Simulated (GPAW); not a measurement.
Crystal: Pt.

```xyz
2
Lattice="2.7607 0.0000 0.0000 -1.3803 2.3908 0.0000 0.0000 0.0000 4.7921" Properties=species:S:1:pos:R:3 pbc="T T T"
Pt    0.0000    1.5939    1.1980
Pt    1.3803    0.7969    3.5941
```

This isn't the form of Pt at room conditions, which is fcc.

```yaml
Program: GPAW 26.7.0
Task: relaxation of cell and atoms
Functional: PBEsol
Potentials_or_basis: PAW data sets generated in the run's folder for this functional
Cutoff: 600 eV
Basis: pw
k_mesh: 8 × 8 × 4
Occupations: fermi-dirac, width 0.05 eV
Spin: no spin polarisation
```

At the start: pressure -10.6 GPa; volume 15.81 Å³/atom.

**Question.** How do energy, volume and symmetry change on relaxing?

**Answer.** Over 5 steps the energy falls by 26.6 meV/atom and the volume is 15.12 Å³/atom (-4.4 %); space group P6_3/mmc (No. 194, to 0.05 Å).

Step by step:
```csv
step,energy change (eV),largest force (eV/Å),pressure (GPa),volume (Å³)
1,0.0000,0.0000,-10.55,31.63
2,-0.0362,0.0000,-5.40,30.93
3,-0.0499,0.0000,0.72,30.21
4,-0.0509,0.0000,0.45,30.23
5,-0.0533,0.0000,0.03,30.25
```

Final structure:
```
CELL_PARAMETERS angstrom
2.74090 0.00000 0.00000
-1.37045 2.37369 0.00000
0.00000 0.00000 4.64881
ATOMIC_POSITIONS crystal
Pt 0.33333 0.66667 0.25000
Pt 0.66667 0.33333 0.75000
```

Caveat: later steps reuse the first step's grids.
